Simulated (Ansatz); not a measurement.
The cell is BeTe built on the zincblende prototype; cell and atoms were relaxed with r2SCAN. It is cubic, F-43m (No. 216); a = 5.657 Å in the conventional setting, 22.63 Å³ an atom. Be is surrounded by 4 Te at 2.45 Å; Te is surrounded by 4 Be at 2.45 Å.

```
Be Te
1.0
     0.00000    2.82862    2.82862
     2.82862    0.00000    2.82862
     2.82862    2.82862    0.00000
Be Te
1 1
Direct
  0.00000 0.00000 0.00000
  0.25000 0.25000 0.25000
```

The questions ask for values computed with Ansatz on this geometry. The values are computed, spin-unpolarised.

Q: What gap does LDA give, and where are the band edges?

A: LDA gives an indirect gap of 1.92 eV, from Γ to X; the least direct gap is 3.59 eV at Γ.

Q: Estimate the gap with PBE on 8×8×8.

A: PBE gives an indirect gap of 2.02 eV, from Γ to X; the least direct gap is 3.64 eV at Γ. The gap differs by +0.10 eV from LDA's.

Q: Estimate the gap with r2SCAN on 8×8×8.

A: r2SCAN gives an indirect gap of 2.38 eV, from Γ to X; the least direct gap is 4.04 eV at Γ. The gap differs by +0.46 eV from LDA's.

Q: What does PBE0 give for the gap (6×6×6 mesh)?

A: PBE0 gives an indirect gap of 3.35 eV, from Γ to X; the least direct gap is 5.16 eV at Γ. The gap differs by +1.43 eV from LDA's.

Q: What does G0W0@PBE with 335 empty bands, a screening cutoff of 220 eV and a 4×4×4 mesh give?

A: 2.89 eV (PBE's gap over the path plus the quasiparticle shift read on the mesh). Over the mesh points the PBE gap of 2.01 eV becomes a quasiparticle gap of 2.88 eV (Γ to X), a change of +0.87 eV. Renormalisation factors Z lie between 0.76 and 0.80. No extrapolation in bands, cutoff or mesh was made for G0W0.

Q: What are ε∞ and the Born charges with r2SCAN?

A: The clamped-ion dielectric constant comes out as 6.88 in all directions. Born charges, averaged over directions: Be +1.44, Te -1.44 e.

Q: What fraction of exact exchange does the dielectric-dependent hybrid take (1/ε∞ of PBE, averaged over directions)?

A: 0.135.

Q: How do these values compare with experiment?

A:
Set against measured values:
- Gap, measured 2.7 eV (indirect): LDA 1.92 (-0.78), PBE 2.02 (-0.68), r2SCAN 2.38 (-0.32), PBE0 3.35 (+0.65), DDH-PBE0 2.73 (+0.03) eV. Source: 2.7 eV (absolute (indirect, Gamma to X) gap; literature value quoted in the theory comparison; sample and temperature not stated; quoted in “The band structure of BeTe - a combined experimental and theoretical study”, 1997, arxiv:cond-mat/9712266).
Measured gaps include zero-point and thermal shifts, optical ones also the exciton binding, and spin-orbit coupling, which these levels lack. Reports marked as nanostructured, strained, doped, implanted or mixed samples, and transport gaps, were set aside.

Spin-orbit coupling is left out, which matters wherever the heavy atoms make up the band edges.

The meshes of the hybrids are coarse, so their gaps aren't converged to the digits shown.

Set aside, since their points miss a band edge that the other levels read or their mesh is too coarse: LC-ωPBE.
